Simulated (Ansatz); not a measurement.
Zinc-blende ZnTe, relaxed in Ansatz (plane waves) with several semilocal functionals. Each gives its own volume and its own elastic constant C11:

```json
[
 {"level": "LDA", "V0 (Å³/atom)": "26.927", "elastic constant C11 (GPa)": "78.10", "ln V0": "3.2931", "ln C11": "4.3580"},
 {"level": "r²SCAN", "V0 (Å³/atom)": "28.562", "elastic constant C11 (GPa)": "71.62", "ln V0": "3.3521", "ln C11": "4.2714"},
 {"level": "PBE", "V0 (Å³/atom)": "29.488", "elastic constant C11 (GPa)": "63.06", "ln V0": "3.3840", "ln C11": "4.1441"}
]
```

### Question
Fit a straight line to ln C11 against ln V0. What does it predict for PBEsol, whose volume is 27.900 Å³/atom?

### Answer
With x = ln V0 and y = ln C11: means 3.34307 and 4.25783; Σ(Δx Δy) = -0.009538, Σ(Δx²) = 0.004254, so the slope is -2.24. At x = 3.3286 the line gives y = 4.25783 + (-2.24) × (3.3286 − 3.34307) = 4.2902, or 72.98 GPa. The run with PBEsol gives 71.27 GPa, -2.3 % from the line. The rows used scatter about it by up to 3.4 %, while the largest value lies 24 % above the smallest.

Measured: 71.1 GPa (measured, temperature not stated, no zero-point or thermal correction; as tabulated in Oses et al. (2018), arXiv:1811.08464).

Ansatz's density-functional and Hartree–Fock values are scalar-relativistic unless marked +SOC, with PAW data made under PBE.

Ansatz is a first-principles code.
